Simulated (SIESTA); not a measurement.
**Ba under changes of volume**

One of the cells (64.249 Å³/atom); the others are scaled copies at fixed shape and fractional positions:

```xyz
1
Lattice="-2.5231 2.5231 2.5231 2.5231 -2.5231 2.5231 2.5231 2.5231 -2.5231" Properties=species:S:1:pos:R:3 pbc="T T T"
Ba    0.0000    0.0000    0.0000
```

| Property | Result |
| --- | --- |
| Program | SIESTA 5.4.2 |
| Functional | PBE |
| Potentials or basis | PseudoDojo 0.4 standard (PBE files) |
| Basis | DZP (energy shift 0.003 Ry; two zetas on semicore shells; d shell added on Ba) |
| Grid cutoff | 500 Ry |
| Energy shift | 0.003 Ry |
| k mesh | 8 × 8 × 8 |
| Occupations | fermi-dirac, width 0.05 eV |
| Spin | no spin polarisation |

| volume (Å³/atom) | energy over the lowest point (meV/atom) | pressure (GPa) |
| --- | --- | --- |
| 59.209 | 2.49 | 0.4 |
| 60.469 | 0.35 | 0.2 |
| 61.729 | 0.00 | 0.0 |
| 64.249 | 3.39 | -0.3 |
| 65.508 | 6.65 | -0.5 |
| 66.768 | ? | ? |

**Question.** What does the run at 66.768 Å³/atom give?

**Answer.** Energy over the lowest point 10.78 meV/atom; pressure -0.6 GPa.

Worked out: A Birch-Murnaghan fit of order 3 (a polynomial in V^(-2/3)) to the other rows has its minimum at 61.38 Å³/atom with B0 = V·E''(V) = 9.5 GPa (rough, since the energies scatter). It gives 10.67 meV/atom at 66.768 Å³/atom, against the run's 10.78, and -dE/dV = -0.6 GPa, against -0.6.

Energies are extrapolated to zero smearing.

Caveats: this set's barium file shifts pressures by up to 1 GPa against other sets; the basis of atomic orbitals isn't converged, which shifts pressures, moduli and gaps.
